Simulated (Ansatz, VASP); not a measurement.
Two plane-wave programs on Si

```xyz
2
Lattice="0.0000 2.7350 2.7350 2.7350 0.0000 2.7350 2.7350 2.7350 0.0000" Properties=species:S:1:pos:R:3 pbc="T T T"
Si    0.0000    0.0000    0.0000
Si    1.3675    1.3675    1.3675
```

Alike in both runs: functional PBE; k mesh 8 × 8 × 8; occupations gaussian, width 0.02 eV; no spin polarisation.

Ansatz relaxed the structure, and its values are those at the end. VASP's run is a single point on that final structure, the one shown.

```csv
,VASP,Ansatz
version,VASP 6.6.1,Ansatz 0.2.0
potentials or method,"VASP PAW PBE potentials, release 64 (Si)","scalar-relativistic, plane waves, PAW"
plane-wave cutoff (eV),520,420
valence electrons in the cell,8,8
```

Ansatz gave:

- gap on the k mesh at the Fermi level (eV): 0.65
- least direct gap on the mesh (eV): 2.55
- pressure (GPa): 0.0

Which values does VASP return?

gap on the k mesh at the Fermi level (eV): 0.65; least direct gap on the mesh (eV): 2.56; pressure (GPa): -0.1.

A k mesh can miss the band edges. Expect the measured gap to be larger: semilocal functionals such as PBE lack the derivative discontinuity.
